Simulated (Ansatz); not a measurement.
# HfN in Ansatz: the effect of functional

Crystal: HfN.

```
Hf N
1.0
     0.00000    2.25600    2.25600
     2.25600    0.00000    2.25600
     2.25600    2.25600    0.00000
Hf N
1 1
Direct
  0.00000 0.00000 0.00000
  0.50000 0.50000 0.50000
```

Alike in all runs:

- Program: Ansatz 0.2.0
- Task: band structure
- Potentials or basis: all-electron LAPW, scalar-relativistic
- Basis error allowed: 0.001 eV/atom
- k mesh: 10 × 10 × 10
- Occupations: fermi-dirac, width 0.05 eV
- Spin: no spin polarisation

```tsv
functional	cutoff	pressure (GPa)
LDA	343 eV (chosen from the basis error)	-8.2
PBE	344 eV (chosen from the basis error)	6.7
PBEsol	343 eV (chosen from the basis error)	-1.9
RPBE	343 eV (chosen from the basis error)	11.3
revPBE	344 eV (chosen from the basis error)	10.0
BLYP	344 eV (chosen from the basis error)	?
```

**Question.** What does the run with functional BLYP give?

**Answer.** Pressure 15.5 GPa.
